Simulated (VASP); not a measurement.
# MgO (Fm-3m) in VASP: further runs

One crystal, MgO, is run at these levels: PBE; tasks: single point.

Program: VASP 6.6.1. These are calculated values, not measurements. Logs are shortened: lines on timing, memory, paths and dates and some standing lists are left out, and cuts for length are marked.

### 1 The crystal as given

Symmetry: Fm-3m, No. 225, cubic system. Conventional cell: a = 4.217 Å, b = 4.217 Å, c = 4.217 Å, α = 90.00°, β = 90.00°, γ = 90.00°. Around Mg (site symmetry m-3m) lie 6 O at 2.11 Å. Around O (site symmetry m-3m) lie 6 Mg at 2.11 Å.

### 2 Single point, PBE

File INCAR:

```
SYSTEM = MgO
PREC = Accurate
ENCUT = 520
EDIFF = 1E-7
ISMEAR = 0
SIGMA = 0.02
LREAL = .FALSE.
LASPH = .TRUE.
NELM = 80
ALGO = Normal
ISIF = 2
LWAVE = .FALSE.
LCHARG = .FALSE.
GGA = PE
NBANDS = 11
```

File KPOINTS:

```
Automatic mesh
0
G
  4 4 4
  0 0 0
```

File POSCAR:

```
MgO
1.0
    0.0000000000      2.1085000000      2.1085000000
    2.1085000000      0.0000000000      2.1085000000
    2.1085000000      2.1085000000      0.0000000000
Mg O
1 1
Direct
    0.0000000000      0.0000000000      0.0000000000
    0.5000000000      0.5000000000      0.5000000000
```

Potentials or basis: VASP PAW PBE potentials, release 64 (Mg, O).

Command:

```sh
> cat potpaw_PBE.64/Mg/POTCAR potpaw_PBE.64/O/POTCAR > POTCAR
> mpirun -np 1 vasp_std > vasp.out
```

OUTCAR:

```text
SYSTEM = MgO
   PREC = Accurate
   ENCUT = 520
   EDIFF = 1E-7
   ISMEAR = 0
   LREAL = .FALSE.
   LASPH = .TRUE.
   NELM = 80
   ISIF = 2
   GGA = PE

 ion  position               nearest neighbor table
   1  0.000  0.000  0.000-   2 2.11   2 2.11   2 2.11   2 2.11   2 2.11   2 2.11
   2  0.500  0.500  0.500-   1 2.11   1 2.11   1 2.11   1 2.11   1 2.11   1 2.11

  LATTYP: Found a face centered cubic cell.
 ALAT       =     4.2170000000

  Lattice vectors:

 A1 = (   0.0000000000,   2.1085000000,   2.1085000000)
 A2 = (   2.1085000000,   0.0000000000,   2.1085000000)
 A3 = (   2.1085000000,   2.1085000000,   0.0000000000)

Analysis of symmetry for initial positions (statically):
=====================================================================
 Subroutine PRICEL returns:
 Original cell was already a primitive cell.

 Routine SETGRP: Setting up the symmetry group for a
 face centered cubic supercell.

 Subroutine GETGRP returns: Found 48 space group operations
 (whereof 48 operations were pure point group operations)
 out of a pool of 48 trial point group operations.

The static configuration has the point symmetry O_h .

Analysis of symmetry for dynamics (positions and initial velocities):
=====================================================================
 Subroutine PRICEL returns:
 Original cell was already a primitive cell.

 Routine SETGRP: Setting up the symmetry group for a
 face centered cubic supercell.

 Subroutine GETGRP returns: Found 48 space group operations
 (whereof 48 operations were pure point group operations)
 out of a pool of 48 trial point group operations.

The dynamic configuration has the point symmetry O_h .

 Subroutine INISYM returns: Found 48 space group operations
 (whereof 48 operations are pure point group operations),
 and found     1 'primitive' translations

----------------------------------------------------------------------------------------

                                     Primitive cell

  volume of cell :      18.7478

  direct lattice vectors                    reciprocal lattice vectors
     0.000000000  2.108500000  2.108500000    -0.237135404  0.237135404  0.237135404
     2.108500000  0.000000000  2.108500000     0.237135404 -0.237135404  0.237135404
     2.108500000  2.108500000  0.000000000     0.237135404  0.237135404 -0.237135404

  length of vectors
     2.981869296  2.981869296  2.981869296     0.410730569  0.410730569  0.410730569

  position of ions in fractional coordinates (direct lattice)
     0.000000000  0.000000000  0.000000000
     0.500000000  0.500000000  0.500000000

  ion indices of the primitive-cell ions
   primitive index   ion index
                 1           1
                 2           2

----------------------------------------------------------------------------------------

 KPOINTS: Automatic mesh

Automatic generation of k-mesh.
 Grid dimensions read from file:
 generate k-points for:    4    4    4

 Generating k-lattice:

  Cartesian coordinates                     Fractional coordinates (reciprocal lattice)
    -0.059283851  0.059283851  0.059283851     0.250000000  0.000000000  0.000000000
     0.059283851 -0.059283851  0.059283851     0.000000000  0.250000000  0.000000000
     0.059283851  0.059283851 -0.059283851     0.000000000  0.000000000  0.250000000

  Length of vectors
     0.102682642  0.102682642  0.102682642

  Shift w.r.t. Gamma in fractional coordinates (k-lattice)
     0.000000000  0.000000000  0.000000000

 Subroutine IBZKPT returns following result:
 ===========================================

 Found      8 irreducible k-points:

 Following reciprocal coordinates:
            Coordinates               Weight
  0.000000  0.000000  0.000000      1.000000
  0.250000  0.000000  0.000000      8.000000
  0.500000  0.000000  0.000000      4.000000
  0.250000  0.250000  0.000000      6.000000
  0.500000  0.250000  0.000000     24.000000
 -0.250000  0.250000  0.000000     12.000000
  0.500000  0.500000  0.000000      3.000000
 -0.250000  0.500000  0.250000      6.000000
   k-points           NKPTS =      8   k-points in BZ     NKDIM =      8   number of bands    NBANDS=     11
   number of dos      NEDOS =    301   number of ions     NIONS =      2
   total plane-waves  NPLWV =  13824
   dimension x,y,z NGX =    24 NGY =   24 NGZ =   24
   dimension x,y,z NGXF=    48 NGYF=   48 NGZF=   48
   ions per type =               1   1
   NGX,Y,Z   is equivalent  to a cutoff of  13.38, 13.38, 13.38 a.u.
   NGXF,Y,Z  is equivalent  to a cutoff of  26.76, 26.76, 26.76 a.u.
 SYSTEM =  MgO
   PREC   = accura    normal or accurate (medium, high low for compatibility)
   ISTART =      0    job   : 0-new  1-cont  2-samecut
   ICHARG =      2    charge: 1-file 2-atom 10-const
   ISPIN  =      1    spin polarized calculation?
   LNONCOLLINEAR =      F non collinear calculations
   LSORBIT =      F    spin-orbit coupling
   LASPH  =      T    aspherical Exc in radial PAW
   ENCUT  =  520.0 eV  38.22 Ry    6.18 a.u.   5.54  5.54  5.54*2*pi/ulx,y,z
   NELM   =     80;   NELMIN=  2; NELMDL= -5     # of ELM steps
   EDIFF  = 0.1E-06   stopping-criterion for ELM
   LREAL  =      F    real-space projection
   EDIFFG = 0.1E-05   stopping-criterion for IOM
   NSW    =      0    number of steps for IOM
   IBRION =     -1    ionic relax: 0-MD 1-quasi-New 2-CG
   NFREE  =      0    steps in history (QN), initial steepest desc. (CG)
   ISIF   =      2    stress and relaxation
   ISYM   =      2    0-nonsym 1-usesym 2-fastsym
   POTIM  = 0.5000    time-step for ionic-motion
   TEBEG  =    0.0;   TEEND  =   0.0 temperature during run
   PSTRESS=    0.0 pullay stress
   NELECT =       8.0000    total number of electrons
   NUPDOWN=      -1.0000    fix difference up-down
   EMIN   =  10.00;   EMAX   =-10.00  energy-range for DOS
   EFERMI =   0.00;   METHOD = LEGACY
   ISMEAR =     0;   SIGMA  =   0.02  broadening in eV -4-tet -1-fermi 0-gaus
   EFERMI_NEDOS =   21; number of points for ismear=-14 and -15
   IALGO  =     38    algorithm
   IMIX   =      4    mixing-type and parameters
     AMIX     =   0.40;   BMIX     =  1.00
     AMIX_MAG =   1.60;   BMIX_MAG =  1.00
  volume/ion in A,a.u.               =       9.37        63.26
  Fermi-wavevector in a.u.,A,eV,Ry     =   1.232503  2.329092 20.668107  1.519063
  Thomas-Fermi vector in A             =   2.367270
   LORBIT       =      0    0 simple, 1 ext, 2 COOP (PROOUT), +10 PAW based schemes
   GGA     = PE    functional components
   LHFCALC =     F    Hartree Fock is set to
   AEXX    =    0.0000 exact exchange contribution
   IVDW    =     0    specifies the selected vdW correction
   LEPSILON=     F    determine dielectric tensor
   LRPA    =     F    only Hartree local field effects (RPA)
 non-spin polarized calculation
 Gauss-broadening in eV      SIGMA  =   0.02
  energy-cutoff  :      520.00
  volume of cell :       18.75
 maximum number of plane-waves:       531
 NGX is ok and might be reduce to    24
   NGX = 11   NGY = 11   NGZ = 11

 number of electron       8.0000005 magnetization

 Free energy of the ion-electron system (eV)
  ---------------------------------------------------
  ext. energy  EPLUGINS =         0.00000000
  ---------------------------------------------------
  free energy    TOTEN  =       -11.89438994 eV

  energy without entropy =      -11.89438994  energy(sigma->0) =      -11.89438994

 E-fermi :   3.3077     XC(G=0): -11.0589

 val. band max:        3.1757326428   @ k =   0.0000   0.0000   0.0000
 cond. band min:       7.8601681160   @ k =   0.0000   0.0000   0.0000
 fundamental gap:      4.6844354732
 Fermi energy:         3.3077210023

 k-point     1 :       0.0000    0.0000    0.0000
  band No.  band energies     occupation
      1     -14.0717      2.00000
      2       3.1757      2.00000
      3       3.1757      2.00000
      4       3.1757      2.00000
      5       7.8602      0.00000
      6      18.9429      0.00000
      7      18.9429      0.00000
      8      18.9429      0.00000
      9      22.8526      0.00000
     10      24.6199      0.00000
     11      24.6199      0.00000

 k-point     2 :       0.2500    0.0000    0.0000
  band No.  band energies     occupation
      1     -13.4873      2.00000
      2       0.5198      2.00000
      3       2.8368      2.00000
      4       2.8368      2.00000
      5      10.2247      0.00000
      6      15.7198      0.00000
      7      19.7867      0.00000
      8      19.7867      0.00000
      9      23.2576      0.00000
     10      23.2576      0.00000
     11      25.0962      0.00000

 k-point     3 :       0.5000    0.0000    0.0000
  band No.  band energies     occupation
      1     -12.7947      2.00000
      2      -1.4311      2.00000
      3       2.5258      2.00000
      4       2.5258      2.00000
      5      11.0401      0.00000
      6      15.7393      0.00000
      7      19.4364      0.00000
      8      19.4364      0.00000
      9      24.0003      0.00000
     10      25.6236      0.00000
     11      25.6236      0.00000

 k-point     4 :       0.2500    0.2500    0.0000
  band No.  band energies     occupation
      1     -13.3252      2.00000
      2       0.5469      2.00000
      3       2.4407      2.00000
      4       2.4407      2.00000
      5      11.2040      0.00000
      6      14.3197      0.00000
      7      18.6142      0.00000
      8      20.5935      0.00000
      9      20.5935      0.00000
     10      26.4925      0.00000
     11      30.3865      0.00000

 k-point     5 :       0.5000    0.2500    0.0000
  band No.  band energies     occupation
      1     -12.6761      2.00000
      2      -0.6320      2.00000
      3       1.2651      2.00000
      4       2.1607      2.00000
      5      12.8384      0.00000
      6      14.7134      0.00000
      7      16.4225      0.00000
      8      20.7690      0.00000
      9      21.9137      0.00000
     10      27.6069      0.00000
     11      29.8522      0.00000

 k-point     6 :      -0.2500    0.2500    0.0000
  band No.  band energies     occupation
      1     -12.8666      2.00000
      2      -0.3148      2.00000
      3       1.1830      2.00000
      4       2.5260      2.00000
      5      12.6161      0.00000
      6      14.9377      0.00000
      7      17.1474      0.00000
      8      20.6412      0.00000
      9      23.1116      0.00000
     10      24.0991      0.00000
     11      28.8361      0.00000

 k-point     7 :       0.5000    0.5000    0.0000
  band No.  band energies     occupation
      1     -12.5371      2.00000
      2      -0.8989      2.00000
      3       1.8305      2.00000
      4       1.8305      2.00000
      5      12.2798      0.00000
      6      13.0937      0.00000
      7      16.2349      0.00000
      8      22.0871      0.00000
      9      22.0871      0.00000
     10      28.4042      0.00000
     11      29.9588      0.00000

 k-point     8 :      -0.2500    0.5000    0.2500
  band No.  band energies     occupation
      1     -12.4852      2.00000
      2       0.2276      2.00000
      3       0.2276      2.00000
      4       1.4100      2.00000
      5      14.7938      0.00000
      6      14.7938      0.00000
      7      15.2893      0.00000
      8      18.6280      0.00000
      9      25.0661      0.00000
     10      25.0661      0.00000
     11      29.4298      0.00000

------------------------ aborting loop because EDIFF is reached ----------------------------------------

  FORCE on cell =-STRESS in cart. coord.  units (eV):
  Direction    XX          YY          ZZ          XY          YZ          ZX
  --------------------------------------------------------------------------------------
  -------------------------------------------------------------------------------------
  Total        0.3985492      0.3985492      0.3985492      0.0000000      0.0000000     -0.0000000
  in kB       34.0597691     34.0597691     34.0597691      0.0000000      0.0000000     -0.0000000
  external PRESSURE =      34.0597691 kB  Pullay stress =       0.0000000 kB

 VOLUME and BASIS-vectors are now :
 -----------------------------------------------------------------------------
  energy-cutoff  :      520.00
  volume of cell :       18.75
      direct lattice vectors                 reciprocal lattice vectors
     0.000000000  2.108500000  2.108500000    -0.237135404  0.237135404  0.237135404
     2.108500000  0.000000000  2.108500000     0.237135404 -0.237135404  0.237135404
     2.108500000  2.108500000  0.000000000     0.237135404  0.237135404 -0.237135404

 POSITION                                       TOTAL-FORCE (eV/Angst)
 -----------------------------------------------------------------------------------
      0.00000      0.00000      0.00000        -0.000000      0.000000      0.000000
      2.10850      2.10850      2.10850         0.000000     -0.000000     -0.000000
 -----------------------------------------------------------------------------------
    total drift:                               -0.000000     -0.000000      0.000000

  FREE ENERGIE OF THE ION-ELECTRON SYSTEM (eV)
  ---------------------------------------------------
  free  energy   TOTEN  =       -11.8943899450 eV

  energy  without entropy=      -11.8943899450  energy(sigma->0) =      -11.89438994
```

Run time: 4 s. Hardware: 1 thread of Intel Xeon Platinum 8488C (Sapphire Rapids), shared host; peak memory 0.13 GiB.

Results:

```yaml
Free_energy: -11.8944 eV
Pressure: 3.4 GPa
Band_gap_on_the_k_mesh: 4.68 eV, direct
```

Levels at points of the mesh, in eV from the valence-band top:
```
           k point  band 1  band 2  band 3  band 4  band 5  band 6  band 7  band 8
(0.00, 0.00, 0.00)  -17.25    0.00    0.00    0.00    4.68   15.77   15.77   15.77
(0.50, 0.00, 0.00)  -15.97   -4.61   -0.65   -0.65    7.86   12.56   16.26   16.26
(0.50, 0.50, 0.00)  -15.71   -4.07   -1.35   -1.35    9.10    9.92   13.06   18.91
```

Caveat: the k mesh is coarse (spacing up to 0.65 Å⁻¹), so the values aren't converged.

### 3 Single point, PBE

INCAR is that of step 2.

File KPOINTS:

```
Automatic mesh
0
G
  6 6 6
  0 0 0
```

POSCAR is that of step 2.

Potentials or basis: VASP PAW PBE potentials, release 64 (Mg, O).

Command:

```sh
> cat potpaw_PBE.64/Mg/POTCAR potpaw_PBE.64/O/POTCAR > POTCAR
> mpirun -np 1 vasp_std > vasp.out
```

OUTCAR:

```text
SYSTEM = MgO
   PREC = Accurate
   ENCUT = 520
   EDIFF = 1E-7
   ISMEAR = 0
   LREAL = .FALSE.
   LASPH = .TRUE.
   NELM = 80
   ISIF = 2
   GGA = PE

 ion  position               nearest neighbor table
   1  0.000  0.000  0.000-   2 2.11   2 2.11   2 2.11   2 2.11   2 2.11   2 2.11
   2  0.500  0.500  0.500-   1 2.11   1 2.11   1 2.11   1 2.11   1 2.11   1 2.11

  LATTYP: Found a face centered cubic cell.
 ALAT       =     4.2170000000

  Lattice vectors:

 A1 = (   0.0000000000,   2.1085000000,   2.1085000000)
 A2 = (   2.1085000000,   0.0000000000,   2.1085000000)
[... 401 lines left out ...]

  FORCE on cell =-STRESS in cart. coord.  units (eV):
  Direction    XX          YY          ZZ          XY          YZ          ZX
  --------------------------------------------------------------------------------------
  -------------------------------------------------------------------------------------
  Total        0.3946730      0.3946730      0.3946730      0.0000000      0.0000000      0.0000000
  in kB       33.7285128     33.7285128     33.7285128      0.0000000      0.0000000      0.0000000
  external PRESSURE =      33.7285128 kB  Pullay stress =       0.0000000 kB

 VOLUME and BASIS-vectors are now :
 -----------------------------------------------------------------------------
  energy-cutoff  :      520.00
  volume of cell :       18.75
      direct lattice vectors                 reciprocal lattice vectors
     0.000000000  2.108500000  2.108500000    -0.237135404  0.237135404  0.237135404
     2.108500000  0.000000000  2.108500000     0.237135404 -0.237135404  0.237135404
     2.108500000  2.108500000  0.000000000     0.237135404  0.237135404 -0.237135404

 POSITION                                       TOTAL-FORCE (eV/Angst)
 -----------------------------------------------------------------------------------
      0.00000      0.00000      0.00000         0.000000     -0.000000      0.000000
      2.10850      2.10850      2.10850        -0.000000      0.000000     -0.000000
 -----------------------------------------------------------------------------------
    total drift:                               -0.000000     -0.000000      0.000000

  FREE ENERGIE OF THE ION-ELECTRON SYSTEM (eV)
  ---------------------------------------------------
  free  energy   TOTEN  =       -11.9067411410 eV

  energy  without entropy=      -11.9067411410  energy(sigma->0) =      -11.90674114
```

OSZICAR:

```text
N       E                     dE             d eps       ncg     rms          rms(c)
DAV:   1     0.141952468168E+02    0.14195E+02   -0.46923E+03   408   0.648E+02
DAV:   2    -0.128964632499E+02   -0.27092E+02   -0.26166E+02   394   0.137E+02
DAV:   3    -0.134653933443E+02   -0.56893E+00   -0.56871E+00   426   0.173E+01
DAV:   4    -0.134668425052E+02   -0.14492E-02   -0.14491E-02   388   0.977E-01
DAV:   5    -0.134668476417E+02   -0.51365E-05   -0.51364E-05   412   0.568E-02    0.722E+00
DAV:   6    -0.119243455443E+02    0.15425E+01   -0.88215E+00   361   0.163E+01    0.223E+00
DAV:   7    -0.119123669184E+02    0.11979E-01   -0.53128E-02   391   0.209E+00    0.134E+00
DAV:   8    -0.119070765356E+02    0.52904E-02   -0.27442E-02   376   0.186E+00    0.231E-01
DAV:   9    -0.119067394934E+02    0.33704E-03   -0.50210E-04   388   0.157E-01    0.131E-01
DAV:  10    -0.119067393380E+02    0.15543E-06   -0.44781E-04   385   0.158E-01    0.781E-03
DAV:  11    -0.119067412532E+02   -0.19153E-05   -0.24293E-06   403   0.128E-02    0.541E-03
DAV:  12    -0.119067411379E+02    0.11536E-06   -0.58270E-07   391   0.578E-03    0.440E-04
DAV:  13    -0.119067411410E+02   -0.31024E-08   -0.41367E-08   200   0.113E-03
   1 F= -.11906741E+02 E0= -.11906741E+02  d E =-.145240E-45
```

It took 4.9 s on 1 thread of Intel Xeon Platinum 8488C (Sapphire Rapids), shared host; peak memory 0.13 GiB.

Results:

```yaml
Free_energy: -11.9067 eV
Pressure: 3.4 GPa
Band_gap_on_the_k_mesh: 4.69 eV, direct
```

Caveat: the k mesh is coarse (spacing up to 0.43 Å⁻¹), so the values aren't converged.
